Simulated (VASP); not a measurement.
Write the native input for VASP 6.6.1 that does the following.

* Task: single point
* Functional: PBE
* Potentials or basis: VASP PAW PBE potentials, release 64 (Au)
* Cutoff: 520 eV
* k mesh: 21 × 21 × 6
* Occupations: gaussian, width 0.1 eV
* Spin: no spin polarisation
* Dipole correction: no
* Further INCAR settings: ALGO = Fast; EDIFF = 1e-07; NBANDS = 30

The structure of Au lies in POSCAR:

```
Au
1.0
    2.5035974252      0.0000000000      0.0000000000
   -1.2517987127      2.1681789711      0.0000000000
    0.0000000000      0.0000000000      8.1731282505
Au
4
Direct
    0.0000000000      0.0000000000      0.0000000000
    0.3333333300      0.6666666700      0.2500000000
    0.0000000000      0.0000000000      0.5000000000
    0.6666666700      0.3333333300      0.7500000000
```

This isn't the form of Au at room conditions, which is fcc.

The cell isn't the ideal one: Cu replaced by Au, lengths x 1.018, strained and moved within the space group.

One way to write it, as run:

INCAR

```
PREC = Accurate
ENCUT = 520
EDIFF = 1E-7
ISMEAR = 0
SIGMA = 0.1
LREAL = False
LASPH = True
NELM = 100
ALGO = Fast
ISIF = 2
LWAVE = False
LCHARG = False
GGA = PE
NBANDS = 30
```

KPOINTS

```
Automatic mesh
0
Gamma
  21 21 6
```

Potentials or basis: VASP PAW PBE potentials, release 64 (Au).

The run is started by

```console
$ cat potpaw_PBE.64/Au/POTCAR > POTCAR
$ mpirun -np 1 vasp_std > vasp.out
```

Results of the run:

| Property | Result |
| --- | --- |
| Pressure | 264.4 GPa |
| Band gap on the k mesh | none (metal or under the smearing width) |

Caveat: the cell as given lies far from equilibrium; so large a pressure means that the cell lies far from this level's equilibrium, or that cutoff or potentials fall short.

Wall time 110 s on 1 thread of Intel(R) Xeon(R) 6975P-C (Granite Rapids) (shared host), peak memory 0.3 GiB.
